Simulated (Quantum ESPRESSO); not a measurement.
The system is Pb.

```
Pb
1.0
     0.00000    2.47502    2.47502
     2.47502    0.00000    2.47502
     2.47502    2.47502    0.00000
Pb
1
Cartesian
  0.0000 0.0000 0.0000
```

Base run:

- Program: Quantum ESPRESSO 7.5
- Functional: PBE
- Potentials or basis: PseudoDojo 0.4 SR PBE stringent
- Cutoff: 1225 eV
- Density cutoff: 4898 eV
- k mesh: 9 × 9 × 9
- Occupations: fermi-dirac, width 0.05 eV
- Spin: no spin polarisation

Its results: band gap on the k mesh none (metal or under the smearing width); pressure 2.3 GPa.

Problem. The run is repeated on the same cell with these changes: functional from PBE to PBEsol; potentials or basis from PseudoDojo 0.4 SR PBE stringent to PseudoDojo 0.4 SR PBEsol stringent. What comes out?

Solution. Band gap on the k mesh none (metal or under the smearing width); pressure -0.6 GPa.

Caveats: spin-orbit coupling is left out, which moves the levels of the heavy elements.
